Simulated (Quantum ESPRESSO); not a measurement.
# C (P6_3/mmc) in Quantum ESPRESSO: equation of state, part 2 of 2

Quantum ESPRESSO 7.5.

## Step 5: Single point, PBE, 5.67 Å³/atom

The COD entry that gives the cell may itself be a prediction, so a difference from it is no test against experiment.

The input, pw.in:

```
&CONTROL
  calculation = 'scf'
  prefix = 'pwscf'
  outdir = './tmp'
  pseudo_dir = './pseudo'
  tprnfor = .true.
  tstress = .true.
  disk_io = 'nowf'
/
&SYSTEM
  ibrav = 0
  nat = 8
  ntyp = 1
  ecutwfc = 55
  ecutrho = 440
  nbnd = 24
  occupations = 'smearing'
  smearing = 'fd'
  degauss = 0.00367493
/
&ELECTRONS
  conv_thr = 1.6d-09
  electron_maxstep = 120
  mixing_beta = 0.5
/
ATOMIC_SPECIES
C     12.0110 C.pbe-n-kjpaw_psl.1.0.0.UPF
CELL_PARAMETERS angstrom
   2.5221000000    0.0000000000    0.0000000000
  -1.2610500000    2.1842026709    0.0000000000
   0.0000000000    0.0000000000    8.2371000000
ATOMIC_POSITIONS crystal
C      0.6666666667    0.3333333333    0.8437500000
C      0.3333333333    0.6666666667    0.3437500000
C      0.6666666667    0.3333333333    0.6562500000
C      0.3333333333    0.6666666667    0.1562500000
C      0.0000000000    0.0000000000    0.9062500000
C      0.0000000000    0.0000000000    0.4062500000
C      0.0000000000    0.0000000000    0.5937500000
C      0.0000000000    0.0000000000    0.0937500000
K_POINTS automatic
12 12 4 0 0 0
```

Potentials or basis: SSSP 1.3 efficiency PBE.

The run is started by

```bash
OMP_NUM_THREADS=1 pw.x -in pw.in > pw.out
```

pw.out:

```text
This program is part of the open-source Quantum ESPRESSO suite
     for quantum simulation of materials; please cite
         "P. Giannozzi et al., J. Phys.:Condens. Matter 21 395502 (2009);
         "P. Giannozzi et al., J. Phys.:Condens. Matter 29 465901 (2017);
         "P. Giannozzi et al., J. Chem. Phys. 152 154105 (2020);
     in publications or presentations arising from this work. More details at

     file C.pbe-n-kjpaw_psl.1.0.0.UPF: wavefunction(s)  2S 2P renormalized
     Message from routine setup:
     using ibrav=0 with symmetry is DISCOURAGED, use correct ibrav instead

     G-vector sticks info
     --------------------
     sticks:   dense  smooth     PW     G-vecs:    dense   smooth      PW
     Sum         685     349    109                47623    16909    3029

     Using Slab Decomposition

     bravais-lattice index     =            0
     lattice parameter (alat)  =       4.7661  a.u.
     unit-cell volume          =     306.2148 (a.u.)^3
     number of atoms/cell      =            8
     number of atomic types    =            1
     number of electrons       =        32.00
     number of Kohn-Sham states=           24
     kinetic-energy cutoff     =      55.0000  Ry
     charge density cutoff     =     440.0000  Ry
     scf convergence threshold =      1.6E-09
     mixing beta               =       0.5000
     number of iterations used =            8  plain     mixing
     Exchange-correlation= SLA  PW   PBX  PBC
                           (   1   4   3   4   0   0   0)

     celldm(1)=   4.766078  celldm(2)=   0.000000  celldm(3)=   0.000000
     celldm(4)=   0.000000  celldm(5)=   0.000000  celldm(6)=   0.000000

     crystal axes: (cart. coord. in units of alat)
               a(1) = (   1.000000   0.000000   0.000000 )
               a(2) = (  -0.500000   0.866025   0.000000 )
               a(3) = (   0.000000   0.000000   3.265969 )

     reciprocal axes: (cart. coord. in units 2 pi/alat)
               b(1) = (  1.000000  0.577350 -0.000000 )
               b(2) = (  0.000000  1.154701  0.000000 )
               b(3) = (  0.000000 -0.000000  0.306188 )

     PseudoPot. # 1 for C  read from file:
     C.pbe-n-kjpaw_psl.1.0.0.UPF
     Pseudo is Projector augmented-wave + core cor, Zval =  4.0
     Generated using "atomic" code by A. Dal Corso  v.5.1
     Shape of augmentation charge: PSQ
     Using radial grid of 1073 points,  4 beta functions with:
                l(1) =   0
                l(2) =   0
                l(3) =   1
                l(4) =   1
     Q(r) pseudized with 0 coefficients

     atomic species   valence    mass     pseudopotential
     C                 4.00    12.01100     C ( 1.00)

     24 Sym. Ops., with inversion, found (12 have fractional translation)

   Cartesian axes

     site n.     atom                  positions (alat units)
         1        C      tau(   1) = (   0.5000000   0.2886751   2.7556612  )
         2        C      tau(   2) = (  -0.0000000   0.5773503   1.1226768  )
         3        C      tau(   3) = (   0.5000000   0.2886751   2.1432920  )
         4        C      tau(   4) = (  -0.0000000   0.5773503   0.5103076  )
         5        C      tau(   5) = (   0.0000000   0.0000000   2.9597843  )
         6        C      tau(   6) = (   0.0000000   0.0000000   1.3267998  )
         7        C      tau(   7) = (   0.0000000   0.0000000   1.9391690  )
         8        C      tau(   8) = (   0.0000000   0.0000000   0.3061846  )

     number of k points=    57  Fermi-Dirac smearing, width (Ry)=  0.0037
                       cart. coord. in units 2pi/alat
        k(    1) = (   0.0000000   0.0000000   0.0000000), wk =   0.0034722
        k(    2) = (   0.0000000   0.0000000   0.0765470), wk =   0.0069444
        k(    3) = (   0.0000000   0.0000000  -0.1530939), wk =   0.0034722
        k(    4) = (   0.0000000   0.0962250   0.0000000), wk =   0.0208333
        k(    5) = (   0.0000000   0.0962250   0.0765470), wk =   0.0416667
        k(    6) = (   0.0000000   0.0962250  -0.1530939), wk =   0.0208333
[... 49 lines left out ...]
        k(   56) = (   0.3333333   0.5773503   0.0765470), wk =   0.0138889
        k(   57) = (   0.3333333   0.5773503  -0.1530939), wk =   0.0069444

     Dense  grid:    47623 G-vectors     FFT dimensions: (  32,  32, 108)

     Smooth grid:    16909 G-vectors     FFT dimensions: (  24,  24,  80)

     Check: negative core charge=   -0.000002

     Initial potential from superposition of free atoms

     starting charge      31.9997, renormalised to      32.0000
     Starting wfcs are   32 randomized atomic wfcs

     Self-consistent Calculation

     iteration #  1     ecut=    55.00 Ry     beta= 0.50
     Davidson diagonalization with overlap
     ethr =  1.00E-02,  avg # of iterations =  2.7

     total energy              =    -147.46914865 Ry
     estimated scf accuracy    <       0.45157431 Ry

     iteration #  2     ecut=    55.00 Ry     beta= 0.50
     Davidson diagonalization with overlap
     ethr =  1.41E-03,  avg # of iterations =  1.1
[... 4 lines left out ...]
     iteration #  3     ecut=    55.00 Ry     beta= 0.50
     Davidson diagonalization with overlap
     ethr =  2.20E-04,  avg # of iterations =  4.2

     total energy              =    -147.46215564 Ry
     estimated scf accuracy    <       0.00079170 Ry

     iteration #  4     ecut=    55.00 Ry     beta= 0.50
     Davidson diagonalization with overlap
     c_bands:  2 eigenvalues not converged
     ethr =  2.47E-06,  avg # of iterations =  8.9

     total energy              =    -147.46236174 Ry
     estimated scf accuracy    <       0.00012109 Ry

     iteration #  5     ecut=    55.00 Ry     beta= 0.50
     Davidson diagonalization with overlap
     ethr =  3.78E-07,  avg # of iterations =  1.8

     total energy              =    -147.46237257 Ry
     estimated scf accuracy    <       0.00000206 Ry
[... 19 lines left out ...]
     total energy              =    -147.46237352 Ry
     estimated scf accuracy    <          2.5E-09 Ry

     iteration #  9     ecut=    55.00 Ry     beta= 0.50
     Davidson diagonalization with overlap
     ethr =  7.93E-12,  avg # of iterations =  2.9

     End of self-consistent calculation

          k = 0.0000 0.0000 0.0000 (  2137 PWs)   bands (ev):

    -8.1420  -6.4483  -6.3981  -2.3316  -0.0460   6.7482   6.8251  10.4505
    10.4505  11.5229  11.5229  11.7479  11.7479  13.2656  13.4886  13.4886
    18.6848  18.6848  19.2100  20.5011  20.5011  20.8710  21.4452  21.4452

          k = 0.0000 0.0000 0.0765 (  2125 PWs)   bands (ev):

    -8.0336  -7.1711  -5.4751  -3.1234   0.9255   4.6768   8.9222  10.5289
    10.5289  11.1285  11.1285  12.2249  12.2249  12.5755  13.2930  13.2930
    18.9131  18.9131  19.5631  20.1249  20.1249  20.7012  21.7211  21.7264
[... 91 lines left out ...]
          k = 0.0000 0.4811-0.1531 (  2096 PWs)   bands (ev):

    -3.6297  -3.6297  -0.7190  -0.7190   1.0103   1.0103   3.4567   3.4567
     6.1712   6.1712   7.5755   7.5755   9.2599   9.2599   9.9770   9.9770
    18.3076  18.3076  20.6678  20.6678  21.2332  21.2332  23.0831  23.0831

          k = 0.0000-0.5774 0.0000 (  2104 PWs)   bands (ev):

    -2.7871  -2.1329  -1.2899  -0.1605   0.0152   0.3362   2.9776   3.4484
     4.9661   6.3300   7.0417   8.4592   8.4809   8.9410   9.7837  10.5558
    17.9648  19.1060  19.3634  19.5170  20.4699  21.8216  22.0181  24.7411

          k = 0.0000-0.5774 0.0765 (  2104 PWs)   bands (ev):

    -2.7080  -2.2386  -1.2993  -0.6363   0.4085   0.9791   2.3359   2.9449
     5.6577   6.7042   7.1375   7.8743   8.6942   9.1526   9.4510  10.3530
    18.0518  18.7762  19.6249  20.2071  20.7553  21.7407  22.1846  23.5621

          k = 0.0000-0.5774-0.1531 (  2124 PWs)   bands (ev):

    -2.4925  -2.4925  -1.0927  -1.0927   1.2524   1.2524   2.0030   2.0030
     6.6460   6.6460   7.4201   7.4201   8.7653   8.7653   9.8286   9.8286
    18.3226  18.3226  20.6105  20.6105  21.0661  21.0661  23.2095  23.2173

          k = 0.0833 0.1443 0.0000 (  2117 PWs)   bands (ev):

    -7.6313  -5.9479  -5.8950  -1.8764   0.4180   6.9523   7.0277   8.3772
     9.0472   9.8381   9.9046  10.4285  10.5711  11.8725  12.5690  12.5738
    19.2035  19.3257  19.9240  20.6781  21.3198  21.4571  22.1548  22.2431
[... 205 lines left out ...]
          k = 0.3333 0.5774-0.1531 (  2106 PWs)   bands (ev):

    -0.7633  -0.7633  -0.6481  -0.6481   1.7869   1.7869   2.4814   2.4814
     4.1024   4.1024   4.9559   4.9559   8.1266   8.1266   8.3855   8.3855
    18.7335  18.7335  23.2756  23.2756  24.5495  24.5495  25.3383  25.3388

     the Fermi energy is    15.4198 ev

!    total energy              =    -147.46237352 Ry
     total all-electron energy =      -609.575156 Ry
     estimated scf accuracy    <          5.0E-10 Ry
     smearing contrib. (-TS)   =       0.00000000 Ry
     internal energy E=F+TS    =    -147.46237352 Ry

     The total energy is F=E-TS. E is the sum of the following terms:
     one-electron contribution =      33.74219094 Ry
     hartree contribution      =       7.82801084 Ry
     xc contribution           =     -37.50643191 Ry
     ewald contribution        =    -102.22267716 Ry
     one-center paw contrib.   =     -49.30346623 Ry

     convergence has been achieved in   9 iterations

     Forces acting on atoms (cartesian axes, Ry/au):

     atom    1 type  1   force =    -0.00000000   -0.00000000    0.01238267
     atom    2 type  1   force =     0.00000000   -0.00000000    0.01238267
     atom    3 type  1   force =    -0.00000000   -0.00000000   -0.01238267
     atom    4 type  1   force =     0.00000000    0.00000000   -0.01238267
     atom    5 type  1   force =     0.00000000   -0.00000000    0.01283808
     atom    6 type  1   force =    -0.00000000   -0.00000000    0.01283808
     atom    7 type  1   force =    -0.00000000   -0.00000000   -0.01283808
     atom    8 type  1   force =     0.00000000    0.00000000   -0.01283808

     Total force =     0.035673     Total SCF correction =     0.000040

     Computing stress (Cartesian axis) and pressure

          total   stress  (Ry/bohr**3)                   (kbar)     P=       24.25
  -0.00011378  -0.00000000   0.00000000          -16.74       -0.00        0.00
  -0.00000000  -0.00011378   0.00000000           -0.00      -16.74        0.00
   0.00000000   0.00000000   0.00072207            0.00        0.00      106.22

=------------------------------------------------------------------------------=
   JOB DONE.
=------------------------------------------------------------------------------=
```

It took 48 s on 1 thread of Intel Xeon at 2.70GHz, shared host; peak memory 0.13 GiB.

What came out:

```
Free energy            : -2006.3278 eV
Pressure               : 2.4 GPa
Largest force          : 0.330 eV/Å
Band gap on the k mesh : 4.43 eV, indirect (least direct gap 5.20 eV)
```

## Step 6: Single point, PBE, 5.79 Å³/atom

pw.in, as its differences from that of step 5:

```diff
@@ -28,5 +28,5 @@
 CELL_PARAMETERS angstrom
-   2.5221000000    0.0000000000    0.0000000000
-  -1.2610500000    2.1842026709    0.0000000000
-   0.0000000000    0.0000000000    8.2371000000
+   2.5388031358    0.0000000000    0.0000000000
+  -1.2694015679    2.1986680108    0.0000000000
+   0.0000000000    0.0000000000    8.2916519209
 ATOMIC_POSITIONS crystal
```

Potentials or basis: SSSP 1.3 efficiency PBE.

The run is started by

```bash
OMP_NUM_THREADS=1 pw.x -in pw.in > pw.out
```

Wall time 46 s (1 thread of Intel Xeon at 2.70GHz, shared host); peak memory 0.14 GiB.

It converged, with:

* Free energy: -2006.3191 eV
* Pressure: -6.1 GPa
* Largest force: 0.317 eV/Å
* Band gap on the k mesh: 4.38 eV, indirect (least direct gap 5.15 eV)

## Step 7: Single point, PBE, 5.90 Å³/atom

pw.in, as its differences from that of step 6:

```diff
@@ -28,5 +28,5 @@
 CELL_PARAMETERS angstrom
-   2.5388031358    0.0000000000    0.0000000000
-  -1.2694015679    2.1986680108    0.0000000000
-   0.0000000000    0.0000000000    8.2916519209
+   2.5552893324    0.0000000000    0.0000000000
+  -1.2776446662    2.2129454759    0.0000000000
+   0.0000000000    0.0000000000    8.3454953252
 ATOMIC_POSITIONS crystal
```

The run is started by

```bash
OMP_NUM_THREADS=1 pw.x -in pw.in > pw.out
```

It took 47 s on 1 thread of Intel Xeon at 2.70GHz, shared host; peak memory 0.14 GiB.

It converged, with:

* Free energy: -2006.2645 eV
* Pressure: -13.8 GPa
* Largest force: 0.305 eV/Å
* Band gap on the k mesh: 4.33 eV, indirect (least direct gap 5.11 eV)

## Step 8: Single point, PBE, 6.01 Å³/atom

pw.in, as its differences from that of step 7:

```diff
@@ -28,5 +28,5 @@
 CELL_PARAMETERS angstrom
-   2.5552893324    0.0000000000    0.0000000000
-  -1.2776446662    2.2129454759    0.0000000000
-   0.0000000000    0.0000000000    8.3454953252
+   2.5715654994    0.0000000000    0.0000000000
+  -1.2857827497    2.2270410500    0.0000000000
+   0.0000000000    0.0000000000    8.3986527796
 ATOMIC_POSITIONS crystal
```

The run is started by

```bash
OMP_NUM_THREADS=1 pw.x -in pw.in > pw.out
```

It took 62 s on 1 thread of Intel Xeon at 2.70GHz, shared host; peak memory 0.14 GiB.

The run converged. Its results:

```yaml
Free_energy: -2006.1681 eV
Pressure: -20.8 GPa
Largest_force: 0.294 eV/Å
Band_gap_on_the_k_mesh: 4.29 eV, indirect (least direct gap 5.07 eV)
```

## Step 9: Equation of state, PBE

Potentials or basis: SSSP 1.3 efficiency PBE.

No new run: the results of the series are fitted here.

What came out:

```
Equilibrium volume                        : 5.71 Å³/atom
Bulk modulus at fixed shape and positions : 434 GPa
Pressure derivative of the bulk modulus   : 3.7
```

Energy against volume, from the lowest point:
| volume (Å³/atom) | energy (meV/atom) |
| --- | --- |
| 5.332 | 37.10 |
| 5.445 | 17.35 |
| 5.559 | 5.22 |
| 5.672 | 0.00 |
| 5.785 | 1.09 |
| 5.899 | 7.91 |
| 6.012 | 19.96 |

Caveat: the cell was scaled at fixed shape and fractional positions, which overstates the stiffness of a crystal with free parameters, most of all of layers and chains.
